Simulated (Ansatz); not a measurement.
Reactions of C2H5FO2Si, SMILES `CC(=O)O[SiH2]F`.

Gas-phase electronic energies from Ansatz, PBE0-D4/def2-TZVP geometries. CCSD(T)/CBS adds triple-zeta CCSD(T) − MP2 to the extrapolated MP2 energy (def2 sets, frozen cores). This one scheme is used for every species, atoms too. Open shells (•) are unrestricted, without spin–orbit coupling. Spin–orbit coupling would lower the free atoms: a little for C, F, O, Si. Bonds to Br are less sure, by a few kJ/mol each and by 10 to 20 or more in all where they break to atoms, as the def2 sets lack core-valence functions. Scalar relativity is left out up to krypton. Each species was taken in one conformer, which may not be the lowest.

Task: Order these by ΔE at CCSD(T)/CBS, lowest first. (Estimate.)
A. `CC(=O)O[SiH2]F` → 2 C• + F• + 5 H• + 2 O• + Si•
B. `CC(=O)O[SiH2]F` + `N[SiH](O)Cl` → `CO[SiH](N)Cl` + `O=CO[SiH2]F`
C. `CC(=O)O[SiH2]F` + SiH₄ → `O=C([SiH3])O[SiH2]F` + CH₄
D. `CC(=O)O[SiH2]F` + `N=CBr` → `CC(=O)C(=N)Br` + `O[SiH2]F`
E. `CC(=O)O[SiH2]F` + `N[SiH](O)F` → `O[SiH](F)N[SiH2]F` + acetic acid
F. `CC(=O)O[SiH2]F` + `O[SiH2]F` → `O[SiH](F)[SiH2]F` + acetic acid
G. `CC(=O)O[SiH2]F` → `C[SiH2]F` + carbon dioxide
H. `CC(=O)O[SiH2]F` + `CNN` → `CNNC` + `O=CO[SiH2]F`

Result: C (-0.2 kcal/mol), D (+2.6 kcal/mol), E (+5.4 kcal/mol), H (+14.5 kcal/mol), G (+17.3 kcal/mol), B (+22.0 kcal/mol), F (+29.5 kcal/mol), A (+1094.9 kcal/mol).

Largest T1 diagnostic: 0.018, for `O=C=O`.
